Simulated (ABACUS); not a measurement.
# Ni under changes of volume

One of the cells (10.492 Å³/atom); the others are scaled copies at fixed shape and fractional positions:

```
Ni
1.0
     0.00000    1.73757    1.73757
     1.73757    0.00000    1.73757
     1.73757    1.73757    0.00000
Ni
1
Direct
  0.00000 0.00000 0.00000
```

- Program: ABACUS 3.10.1
- Functional: PBE
- Potentials or basis: PseudoDojo NC SR 0.4.1 PBE standard
- Cutoff: 1333 eV
- Density cutoff: 5333 eV
- Basis: plane waves
- k mesh: 13 × 13 × 13
- Occupations: fermi-dirac, width 0.05 eV
- Spin: collinear spin, ferromagnetic start
- Starting moments: [1.0] μB

```csv
volume (Å³/atom),energy over the lowest point (meV/atom),pressure (GPa)
9.862,73.49,25.3
10.072,44.69,19.0
10.282,?,?
10.492,9.79,8.3
10.702,2.10,3.8
10.912,0.00,-0.3
11.122,2.89,-3.9
```

Question: What does the run at 10.282 Å³/atom give?

Answer: Energy over the lowest point 23.74 meV/atom; pressure 13.3 GPa.

Worked out: A Birch-Murnaghan fit of order 3 (a polynomial in V^(-2/3)) to the other rows has its minimum at 10.89 Å³/atom with B0 = V·E''(V) = 200 GPa and B' = 4.8. It gives 23.74 meV/atom at 10.282 Å³/atom, against the run's 23.74, and -dE/dV = 13.2 GPa, against 13.3.

Energies are extrapolated to zero smearing.
